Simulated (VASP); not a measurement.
# SiC (F-43m) in VASP: a series of runs

Runs on SiC. Level: PBE. Tasks: relaxation of cell and atoms.

Everything below comes from runs of VASP 6.6.1. Logs are shortened: lines on timing, memory, paths and dates and some standing lists are left out, and cuts for length are marked.

### Step 1. The structure

It takes space group F-43m (No. 216, cubic). The conventional cell has a = 4.354 Å, b = 4.354 Å, c = 4.354 Å, α = 90.00°, β = 90.00°, γ = 90.00°. Si (site symmetry -43m) is surrounded by 4 C at 1.89 Å. C (site symmetry -43m) has 4 Si at 1.89 Å as nearest neighbours.

The cell is a database's computed one.

### Step 2. Relaxation of cell and atoms, PBE

INCAR reads:

```
PREC = Accurate
ENCUT = 600
EDIFF = 1E-6
ISMEAR = 0
SIGMA = 0.02
LREAL = F
LASPH = T
NELM = 120
ALGO = Normal
ISIF = 3
LWAVE = F
LCHARG = F
GGA = PE
IBRION = 2
NSW = 80
EDIFFG = -0.005
KPAR = 2
```

KPOINTS reads:

```
Automatic mesh
0
Gamma
  12 12 12
```

POSCAR reads:

```
SiC
1.0
    0.0000000000      2.1769966000      2.1769966000
    2.1769966000      0.0000000000      2.1769966000
    2.1769966000      2.1769966000      0.0000000000
Si C
1 1
Direct
    0.7500000000      0.7500000000      0.7500000000
    0.0000000000      0.0000000000      0.0000000000
```

Potentials or basis: VASP PAW PBE potentials, release 64 (Si, C).

The run is started by

```console
cat potpaw_PBE.64/Si/POTCAR potpaw_PBE.64/C/POTCAR > POTCAR
mpirun -np 2 vasp_std > vasp.out
```

OUTCAR:

```text
PREC = Accurate
   ENCUT = 600
   EDIFF = 1E-6
   ISMEAR = 0
   LREAL = F
   LASPH = T
   NELM = 120
   ISIF = 3
   GGA = PE
   IBRION = 2
   NSW = 80
   EDIFFG = -0.005

 ion  position               nearest neighbor table
   1  0.750  0.750  0.750-   2 1.89   2 1.89   2 1.89   2 1.89
   2  0.000  0.000  0.000-   1 1.89   1 1.89   1 1.89   1 1.89

  LATTYP: Found a face centered cubic cell.
 ALAT       =     4.3539932000

  Lattice vectors:

 A1 = (   0.0000000000,   2.1769966000,   2.1769966000)
 A2 = (   2.1769966000,   0.0000000000,   2.1769966000)
 A3 = (   2.1769966000,   2.1769966000,   0.0000000000)

Analysis of symmetry for initial positions (statically):
=====================================================================
 Subroutine PRICEL returns:
 Original cell was already a primitive cell.

 Routine SETGRP: Setting up the symmetry group for a
 face centered cubic supercell.

 Subroutine GETGRP returns: Found 24 space group operations
 (whereof 24 operations were pure point group operations)
 out of a pool of 48 trial point group operations.

The static configuration has the point symmetry T_d .

Analysis of symmetry for dynamics (positions and initial velocities):
=====================================================================
 Subroutine PRICEL returns:
 Original cell was already a primitive cell.

 Routine SETGRP: Setting up the symmetry group for a
 face centered cubic supercell.

 Subroutine GETGRP returns: Found 24 space group operations
 (whereof 24 operations were pure point group operations)
 out of a pool of 48 trial point group operations.

The dynamic configuration has the point symmetry T_d .

 Subroutine INISYM returns: Found 24 space group operations
 (whereof 24 operations are pure point group operations),
 and found     1 'primitive' translations

----------------------------------------------------------------------------------------

                                     Primitive cell

  volume of cell :      20.6349

  direct lattice vectors                    reciprocal lattice vectors
     0.000000000  2.176996600  2.176996600    -0.229674222  0.229674222  0.229674222
     2.176996600  0.000000000  2.176996600     0.229674222 -0.229674222  0.229674222
     2.176996600  2.176996600  0.000000000     0.229674222  0.229674222 -0.229674222

  length of vectors
     3.078738117  3.078738117  3.078738117     0.397807421  0.397807421  0.397807421

  position of ions in fractional coordinates (direct lattice)
     0.750000000  0.750000000  0.750000000
     0.000000000  0.000000000  0.000000000

  ion indices of the primitive-cell ions
   primitive index   ion index
                 1           1
                 2           2

----------------------------------------------------------------------------------------

 KPOINTS: Automatic mesh

Automatic generation of k-mesh.
 Grid dimensions read from file:
 generate k-points for:   12   12   12

 Generating k-lattice:

  Cartesian coordinates                     Fractional coordinates (reciprocal lattice)
    -0.019139518  0.019139518  0.019139518     0.083333333  0.000000000  0.000000000
     0.019139518 -0.019139518  0.019139518     0.000000000  0.083333333  0.000000000
     0.019139518  0.019139518 -0.019139518     0.000000000  0.000000000  0.083333333

  Length of vectors
     0.033150618  0.033150618  0.033150618

  Shift w.r.t. Gamma in fractional coordinates (k-lattice)
     0.000000000  0.000000000  0.000000000

 Subroutine IBZKPT returns following result:
 ===========================================

 Found     72 irreducible k-points:

 Following reciprocal coordinates:
            Coordinates               Weight
  0.000000  0.000000  0.000000      1.000000
  0.083333  0.000000  0.000000      8.000000
  0.166667  0.000000  0.000000      8.000000
  0.250000  0.000000  0.000000      8.000000
  0.333333  0.000000  0.000000      8.000000
  0.416667  0.000000  0.000000      8.000000
[... 16 lines left out ...]
  0.500000  0.166667  0.000000     24.000000
 -0.416667  0.166667  0.000000     24.000000
 [... further k-points ...]
   k-points           NKPTS =     72   k-points in BZ     NKDIM =     72   number of bands    NBANDS=      8
   number of dos      NEDOS =    301   number of ions     NIONS =      2
   total plane-waves  NPLWV =  21952
   dimension x,y,z NGX =    28 NGY =   28 NGZ =   28
   dimension x,y,z NGXF=    56 NGYF=   56 NGZF=   56
   ions per type =               1   1
   NGX,Y,Z   is equivalent  to a cutoff of  15.12, 15.12, 15.12 a.u.
   NGXF,Y,Z  is equivalent  to a cutoff of  30.24, 30.24, 30.24 a.u.
 SYSTEM =  unknown system
   PREC   = accura    normal or accurate (medium, high low for compatibility)
   ISTART =      0    job   : 0-new  1-cont  2-samecut
   ICHARG =      2    charge: 1-file 2-atom 10-const
   ISPIN  =      1    spin polarized calculation?
   LNONCOLLINEAR =      F non collinear calculations
   LSORBIT =      F    spin-orbit coupling
   LASPH  =      T    aspherical Exc in radial PAW
   ENCUT  =  600.0 eV  44.10 Ry    6.64 a.u.   6.15  6.15  6.15*2*pi/ulx,y,z
   NELM   =    120;   NELMIN=  2; NELMDL= -5     # of ELM steps
   EDIFF  = 0.1E-05   stopping-criterion for ELM
   LREAL  =      F    real-space projection
   EDIFFG = -.5E-02   stopping-criterion for IOM
   NSW    =     80    number of steps for IOM
   IBRION =      2    ionic relax: 0-MD 1-quasi-New 2-CG
   NFREE  =      1    steps in history (QN), initial steepest desc. (CG)
   ISIF   =      3    stress and relaxation
   ISYM   =      2    0-nonsym 1-usesym 2-fastsym
   POTIM  = 0.5000    time-step for ionic-motion
   TEBEG  =    0.0;   TEEND  =   0.0 temperature during run
   PSTRESS=    0.0 pullay stress
   NELECT =       8.0000    total number of electrons
   NUPDOWN=      -1.0000    fix difference up-down
   EMIN   =  10.00;   EMAX   =-10.00  energy-range for DOS
   EFERMI =   0.00;   METHOD = LEGACY
   ISMEAR =     0;   SIGMA  =   0.02  broadening in eV -4-tet -1-fermi 0-gaus
   EFERMI_NEDOS =   21; number of points for ismear=-14 and -15
   IALGO  =     38    algorithm
   IMIX   =      4    mixing-type and parameters
     AMIX     =   0.40;   BMIX     =  1.00
     AMIX_MAG =   1.60;   BMIX_MAG =  1.00
  volume/ion in A,a.u.               =      10.32        69.63
  Fermi-wavevector in a.u.,A,eV,Ry     =   1.193724  2.255810 19.387973  1.424976
  Thomas-Fermi vector in A             =   2.329731
   LORBIT       =      0    0 simple, 1 ext, 2 COOP (PROOUT), +10 PAW based schemes
   GGA     = PE    functional components
   LHFCALC =     F    Hartree Fock is set to
   AEXX    =    0.0000 exact exchange contribution
   IVDW    =     0    specifies the selected vdW correction
   LEPSILON=     F    determine dielectric tensor
   LRPA    =     F    only Hartree local field effects (RPA)
 conjugate gradient relaxation of ions
 non-spin polarized calculation
 Gauss-broadening in eV      SIGMA  =   0.02
  energy-cutoff  :      600.00
  volume of cell :       20.63
 maximum number of plane-waves:       701
 NGX is ok and might be reduce to    28
   NGX = 13   NGY = 13   NGZ = 13

--------------------------------------- Ionic step        1  -------------------------------------------

 number of electron       8.0000000 magnetization

 Free energy of the ion-electron system (eV)
  ---------------------------------------------------
  ext. energy  EPLUGINS =         0.00000000
  ---------------------------------------------------
  free energy    TOTEN  =       -15.05798196 eV

  energy without entropy =      -15.05798196  energy(sigma->0) =      -15.05798196

------------------------ aborting loop because EDIFF is reached ----------------------------------------

  FORCE on cell =-STRESS in cart. coord.  units (eV):
  Direction    XX          YY          ZZ          XY          YZ          ZX
  --------------------------------------------------------------------------------------
  -------------------------------------------------------------------------------------
  Total        0.4769907      0.4769907      0.4769907     -0.0000000     -0.0000000      0.0000000
  in kB       37.0354208     37.0354208     37.0354208     -0.0000000     -0.0000000      0.0000000
  external PRESSURE =      37.0354208 kB  Pullay stress =       0.0000000 kB
[... 57 lines left out ...]
  energy  without entropy=      -15.0577542759  energy(sigma->0) =      -15.05775428

--------------------------------------- Ionic step        3  -------------------------------------------

 number of electron       8.0000000 magnetization

 Free energy of the ion-electron system (eV)
  ---------------------------------------------------
  ext. energy  EPLUGINS =         0.00000000
  ---------------------------------------------------
  free energy    TOTEN  =       -15.06195507 eV

  energy without entropy =      -15.06195507  energy(sigma->0) =      -15.06195507

 E-fermi :   8.0261     XC(G=0): -11.2946

 val. band max:        7.9486605903   @ k =   0.0000   0.0000   0.0000
 cond. band min:       9.3193433897   @ k =   0.5000   0.5000   0.0000
 fundamental gap:      1.3706827994
 Fermi energy:         8.0261299691

 k-point     1 :       0.0000    0.0000    0.0000
  band No.  band energies     occupation
      1      -7.3442      2.00000
      2       7.9487      2.00000
      3       7.9487      2.00000
      4       7.9487      2.00000
      5      14.0174      0.00000
      6      15.1596      0.00000
      7      15.1596      0.00000
      8      15.1596      0.00000
[... 243 lines left out ...]
 k-point    24 :      -0.4167    0.1667    0.0000
  band No.  band energies     occupation
      1      -3.5102      2.00000
      2       0.0084      2.00000
      3       4.8811      2.00000
      4       6.4465      2.00000
      5      13.0485      0.00000
      6      15.5717      0.00000
      7      16.4184      0.00000
      8      18.9938      0.00000

 [... further k-points ...]

------------------------ aborting loop because EDIFF is reached ----------------------------------------

  FORCE on cell =-STRESS in cart. coord.  units (eV):
  Direction    XX          YY          ZZ          XY          YZ          ZX
  --------------------------------------------------------------------------------------
  -------------------------------------------------------------------------------------
  Total        0.0006393      0.0006393      0.0006393      0.0000000     -0.0000000      0.0000000
  in kB        0.0488102      0.0488102      0.0488102      0.0000000     -0.0000000      0.0000000
  external PRESSURE =       0.0488102 kB  Pullay stress =       0.0000000 kB
[... 17 lines left out ...]
  FREE ENERGIE OF THE ION-ELECTRON SYSTEM (eV)
  ---------------------------------------------------
  free  energy   TOTEN  =       -15.0619550667 eV

  energy  without entropy=      -15.0619550667  energy(sigma->0) =      -15.06195507

 reached required accuracy - stopping structural energy minimisation
```

Wall time 12 s (2 MPI ranks of Intel Xeon Platinum 8488C (Sapphire Rapids), shared host); peak memory 0.15 GiB.

What came out:

```yaml
Free_energy: -15.0620 eV
Relaxed_volume: 10.49 Å³/atom
Relaxed_cell: a = 3.096 Å, b = 3.096 Å, c = 3.096 Å, α = 60.00°, β = 60.00°, γ = 60.00°
Space_group_after_relaxing_to_0.05_Å: F-43m (No. 216)
Energy_gained_by_relaxing: 2.0 meV/atom
Ionic_steps: 3
Pressure_after_relaxing: 0.0 GPa
Band_gap_on_the_k_mesh: 1.37 eV, indirect (least direct gap 4.53 eV)
```

The path:
```csv
step,energy change (eV),largest force (eV/Å),pressure (GPa),volume (Å³)
1,0.0000,0.0000,3.70,20.63
2,0.0002,0.0000,-3.58,21.36
3,-0.0040,0.0000,0.00,20.99
```

Final structure:
```yaml
crystal:
  lattice:
    - [0.00000, 2.18926, 2.18926]
    - [2.18926, 0.00000, 2.18926]
    - [2.18926, 2.18926, 0.00000]
  atoms:
    - { symbol: Si, position: [0.75000, 0.75000, 0.75000] }
    - { symbol: C, position: [0.00000, 0.00000, 0.00000] }
```

Levels at points of the mesh, in eV from the valence-band top:
```
           k point  band 1  band 2  band 3  band 4  band 5  band 6  band 7  band 8
(0.00, 0.00, 0.00)  -15.29    0.00    0.00    0.00    6.07    7.21    7.21    7.21
(0.50, 0.00, 0.00)  -11.78   -8.46   -1.05   -1.05    5.31    7.17    7.17    9.98
(0.50, 0.50, 0.00)  -10.34   -7.75   -3.16   -3.16    1.37    4.27   13.87   13.87
```

### Step 3. Relaxation of cell and atoms, PBE

This run uses another cell than the first one, of 10.49 Å³/atom, 1.017 times its volume.

INCAR is that of step 2.

KPOINTS is that of step 2.

POSCAR reads:

```
SiC                                     
1.0
   -0.0000000000      2.1892584782      2.1892584782
    2.1892584782     -0.0000000000      2.1892584782
    2.1892584782      2.1892584782      0.0000000000
  Si              C             
     1     1
Direct
     0.7500000000000000    0.7500000000000000    0.7500000000000000
     0.0000000000000000    0.0000000000000000    0.0000000000000000
```

Potentials or basis: VASP PAW PBE potentials, release 64 (Si, C).

The run is started by

```console
cat potpaw_PBE.64/Si/POTCAR potpaw_PBE.64/C/POTCAR > POTCAR
mpirun -np 2 vasp_std > vasp.out
```

Wall time 12 s (2 MPI ranks of Intel Xeon Platinum 8488C (Sapphire Rapids), shared host); peak memory 0.14 GiB.

It converged, with:

```yaml
Free_energy: -15.0623 eV
Pressure_after_relaxing: 0.0 GPa
Band_gap_on_the_k_mesh: 1.37 eV, indirect (least direct gap 4.53 eV)
```

Final structure:
```cif
data_structure
_symmetry_space_group_name_H-M 'P 1'
_symmetry_Int_Tables_number 1
_cell_length_a 3.0961
_cell_length_b 3.0961
_cell_length_c 3.0961
_cell_angle_alpha 60.000
_cell_angle_beta 60.000
_cell_angle_gamma 60.000
_cell_volume 20.99
loop_
_atom_site_label
_atom_site_type_symbol
_atom_site_fract_x
_atom_site_fract_y
_atom_site_fract_z
_atom_site_occupancy
Si1 Si 0.75000 0.75000 0.75000 1
C1 C 0.00000 0.00000 0.00000 1
```

Levels at points of the mesh, in eV from the valence-band top:
| k point | band 2 | band 3 | band 4 | band 5 | band 6 | band 7 |
| --- | --- | --- | --- | --- | --- | --- |
| (0.00, 0.00, 0.00) | 0.00 | 0.00 | 0.00 | 6.07 | 7.21 | 7.21 |
| (0.50, 0.00, 0.00) | -8.46 | -1.05 | -1.05 | 5.31 | 7.17 | 7.17 |
| (0.50, 0.50, 0.00) | -7.75 | -3.16 | -3.16 | 1.37 | 4.27 | 13.87 |

Caveat: the relaxation stopped at its first step, so nothing moved. A k mesh can miss the band edges.
